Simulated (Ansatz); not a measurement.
Write the native input for Ansatz 0.2.0 that does the following.

```yaml
Task: single point
Functional: PBE
Potentials_or_basis: Ansatz PAW
Cutoff: "420 eV (not typed: the program's choice for these potentials)"
k_mesh: 11 × 11 × 16
Occupations: fermi-dirac, width 0.05 eV
Spin: no spin polarisation
```

Crystal: B.

```
B
1.0
     2.34935   -0.01019    0.01540
    -0.01019    2.33466    0.04230
     0.01041    0.02859    1.59198
B
1
Direct
  0.50269 0.51301 0.50288
```

The cell isn't the ideal one: cell strained at random at fixed volume.

The input as run:

input.yaml

```yaml
crystal:
  lattice:
    - [2.349351, -0.010188, 0.015402]
    - [-0.010188, 2.334664, 0.042297]
    - [0.01041, 0.028589, 1.591984]
  atoms:
    - { symbol: B, position: [0.502692, 0.513009, 0.502879] }
hamiltonian:
  xc: pbe
  pseudopotentials: { kind: paw }
kpoints:
  mp_grid: { grid: [11, 11, 16] }
scf:
  occupations: { method: fermi_dirac, width: 0.05 }
output:
  forces: true
  stress: true
  eigenvalues: true
```

Potentials or basis: Ansatz PAW.

Run with:

```bash
$ ansatz run input.yaml --threads 2 --pin off --max-ram 5632MiB --backend cpu --events-out ev --progress --plain --runs-dir out
```

It gave:

* Pressure: -1.8 GPa
* Band gap on the k mesh: none (metal or under the smearing width)

It took 3.6 s on 2 threads of Intel(R) Xeon(R) Platinum 8259CL CPU @ 2.50GHz (Skylake/Cascade Lake), on a shared host, peak memory 0.38 GiB.
